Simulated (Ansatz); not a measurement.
# TiGe2N4 monolayer in a perpendicular field, part 2 of 2

What dipole does a perpendicular field induce in the TiGe2N4 monolayer, and does the gap follow? A positive field points along +c.

Ansatz 0.2.0; plane-wave DFT, PBE-D3(BJ), Ansatz PAW.

So far, gap along the path (eV): step 3 (atoms held, field 0) 1.31; step 4 (field 0.1 V/Å) 1.31.

### Step 5. Atoms held, field -0.1 V/Å

input.yaml

```yaml
crystal:
  lattice:
    - [3.0370596278, 0.0, 0.0]
    - [-1.5185298139, 2.6301707905, 0.0]
    - [0.0, 0.0, 25.2914786613]
  atoms:
    - { symbol: "N", position: [0.0, 0.0, 0.3558510801] }
    - { symbol: Ge, position: [0.3333333333, 0.6666666667, 0.3804958155] }
    - { symbol: "N", position: [0.3333333333, 0.6666666667, 0.4546860899] }
    - { symbol: Ti, position: [0.0, 0.0, 0.5] }
    - { symbol: "N", position: [0.3333333333, 0.6666666667, 0.5453139101] }
    - { symbol: Ge, position: [0.3333333333, 0.6666666667, 0.6195041845] }
    - { symbol: "N", position: [0.0, 0.0, 0.6441489199] }
kpoints:
  mp_grid: { grid: [18, 18, 1] }
  band_path:
    path: [[0, 0, 0], [0.5, 0, 0], [0.33333333, 0.33333333, 0], [0, 0, 0]]
    npoints: 16
hamiltonian:
  xc: pbe
  dispersion: d3bj
scf:
  occupations: { method: fermi_dirac, width: 0.02585 }
  convergence: { dr2_threshold: 1.0e-10 }
efield:
  axis: 3
  dipole_correction: true
  ramp_position: 0.97
  ramp_width: 0.06
  amplitude: -0.1
output:
  write_potential: true
  write_density: true
  volumetric_format: npy
```

Launch:

```bash
$ ansatz run input.yaml --threads 2 --pin off --max-ram 3072MiB --backend cpu --events-out ev --progress --plain --runs-dir out
```

It took 33 s on 2 threads of Intel Xeon Platinum 8375C at 2.90GHz (Ice Lake), shared host; peak memory 0.66 GiB; 64 s of CPU time.

The dipole is -0.0367 e·Å, and the gap 1.305 eV.

### Step 6. Response, atoms held

This step: plane-wave DFT, PBE-D3(BJ), Ansatz PAW; response to a field along the normal, atoms held (Ansatz 0.2.0).

The dipoles give the slope, and the difference of two potentials shows where the field is screened.

This step gave:

- equivalent conductor thickness p/(ε₀AE): 8.317 Å
- distance between the outer atoms: 7.291 Å

The dipole of the cell by applied field:

```
applied field (V/Å)  dipole of the cell (e·Å)
            -0.1000                   -0.0367
             0.0000                    6.6e-7
             0.1000                    0.0367
```

Local field over the applied field, running mean. From the potentials at -0.1 and 0.1 V/Å; running mean over 2.5 Å. Local field over applied field against z:

```
z (Å)  local field over applied field
  4.5                           1.000
  5.0                           0.998
  5.5                           0.995
  6.0                           0.984
  6.5                           0.952
  7.0                           0.875
  7.5                           0.737
  8.0                           0.573
  8.5                           0.398
  9.0                           0.260
  9.5                           0.172
 10.0                           0.132
 10.5                           0.112
 11.0                           0.101
 11.5                          0.0871
 12.0                          0.0636
 12.5                          0.0441
 13.0                          0.0503
 13.5                          0.0739
 14.0                          0.0946
 14.5                           0.104
 15.0                           0.121
 15.5                           0.143
 16.0                           0.203
 16.5                           0.311
 17.0                           0.469
 17.5                           0.643
 18.0                           0.801
 18.5                           0.914
 19.0                           0.969
 19.5                           0.990
 20.0                           0.997
 20.5                           0.999
 21.0                           1.000
```

The induced electron density oscillates, so the rows of the table below give means over windows of 0.5 Å about each position, cut where the curve ends. Its maxima inside the range that stand out by 2 % of the span (Å: e/Å³ per V/Å): 8.29: 0.00379, 9.27: 0.00172, 10.68: 0.00105, 11.52: 0.00168, 13.07: 0.00125, 14.05: 6.4e-5, 15.46: 0.00179, 16.44: -6.2e-4. Its minima: 8.85: 6.2e-4, 9.84: -0.00179, 11.24: -6.4e-5, 12.22: -0.00125, 13.77: -0.00168, 14.61: -0.00105, 16.02: -0.00172, 17.00: -0.00379.

Electrons, planar mean, per unit field. The induced electron density by z; means over each step:

```
z (Å)  induced electron density (e/Å³ per V/Å)
  4.5                                   1.7e-6
  5.0                                   6.2e-6
  5.5                                   2.2e-5
  6.0                                   7.4e-5
  6.5                                   2.3e-4
  7.0                                   6.8e-4
  7.5                                  0.00172
  8.0                                  0.00331
  8.5                                  0.00276
  9.0                                  0.00114
  9.5                                   1.6e-4
 10.0                                 -0.00123
 10.5                                   7.1e-4
 11.0                                   3.4e-4
 11.5                                  0.00106
 12.0                                  -4.8e-4
 12.5                                  -4.8e-4
 13.0                                   9.3e-4
 13.5                                  -5.3e-4
 14.0                                  -5.2e-4
 14.5                                  -7.5e-4
 15.0                                   2.9e-5
 15.5                                  0.00128
 16.0                                 -0.00115
 16.5                                 -0.00133
 17.0                                 -0.00350
 17.5                                 -0.00267
 18.0                                 -0.00120
 18.5                                  -4.3e-4
 19.0                                  -1.5e-4
 19.5                                  -4.4e-5
 20.0                                  -1.3e-5
 20.5                                  -3.6e-6
 21.0                                  -1.0e-6
```

The smaller of the gaps on the path and on the k-mesh, counted as 0 under 0.03 eV. The gap stays at 1.31 eV for applied field from -0.1 to 0.1 V/Å.

By hand: between -0.1 and 0.1 V/Å the dipole changes by 0.07343 e·Å, a slope of 0.3672 e·Å²/V. A perfect conductor of thickness t has p = ε₀AEt, so t = 180.95 × 0.3672 / 7.988 = 8.32 Å (e/ε₀ = 180.95 V·Å, A in Å²).

The induced dipole is that of a conductor 8.32 Å thick.

### Step 7. Results

| Property | Result |
| --- | --- |
| gap without field | 1.31 eV |
| ionisation energy, upper face | 6.87 eV |
| electron affinity, upper face | 5.57 eV |
| equivalent conductor thickness, atoms held | 8.32 Å |

In words: The induced dipole equals that of a perfect conductor 8.32 Å thick, while the outer atoms lie 7.29 Å apart; an out-of-plane ε follows only once a thickness t is chosen, by 1 − 1/ε = 8.32 Å / t. The gap stays within 0.01 eV of 1.31 eV over the fields run, up to 0.1 V/Å in size. Semilocal functionals give gaps that are too small, and excitons are not included. Spin-orbit coupling is left out. The outer anions sit over the metal atoms, one of several polytypes of such layers and not the lowest for every compound.

[Logs are printed without paths, hosts, clocks, repeated set-up lines and the standing remarks that a program may print on its own settings, such as how far it seeks lower states.]

[Hosts, paths, dates, database ids (printed as entryN), source tags and the programs' standing remarks are cut or masked in the printed files.]

[Maps of the electrostatic potential energy from Ansatz leave out the sawtooth potential of an applied field or a dipole correction, so their vacuum need not be flat; planar profiles and work functions include it.]
